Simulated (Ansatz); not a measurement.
## What uniaxial strain ε_zz = −2.75 % does to ZnTe

Base system: ZnTe in the zinc blende structure (space group F-43m, No. 216; a = 6.179 Å). Axes: x, y, z lie along the cube axes.

Now apply this change: uniaxial strain ε_zz = −2.75 %, all other strain components held at zero, atoms relaxed at fixed cell.

The values are results of PBE in Ansatz (plane waves to 420 eV, PAW, no spin-orbit coupling), not measurements. Settings: 9×9×9 k-points, 0.05 eV Fermi–Dirac smearing.

| quantity | base | changed | shift |
|---|---|---|---|
| volume per atom | 29.49 Å³ | 28.68 Å³ | -0.81 Å³ |
| space group | F-43m (No. 216) | I-4m2 (No. 119) | – |
| shortest interatomic distance | 267.6 pm | 265.1 pm | -2.43 pm |
| energy relative to the base (free energy F) | 0 meV/atom | +4.5 meV/atom | +4.5 meV/atom |
| pressure (mean of the normal stresses, compression positive) | 0.00 GPa | 1.28 GPa | +1.28 GPa |
| band gap | 1.08 eV | 1.14 eV | +0.06 eV |
| gap character | direct at Γ | direct at Γ | – |
| electron mass | 0.077 mₑ (at Γ) | 0.083 mₑ (at Γ) | – |
| hole mass | – | 0.083 mₑ along z, 0.45 mₑ across (at Γ) | – |
| valence-band top at Γ (three highest levels, from the VBM) | 0.00, 0.00, 0.00 eV | 0.00, -0.10, -0.10 eV | – |
| stress (xx, yy, zz, yz, xz, xy; compression positive) | – | (1.02, 1.02, 1.80, 0.00, 0.00, 0.00) GPa | – |

Spin-orbit coupling, missing from the scalar runs, can matter with Te. Effective masses come from finite differences of ±0.01 Å⁻¹. No phonon test of stability was made. Labels are those of the standard path for the cell's own space group.

Ansatz is a first-principles code.
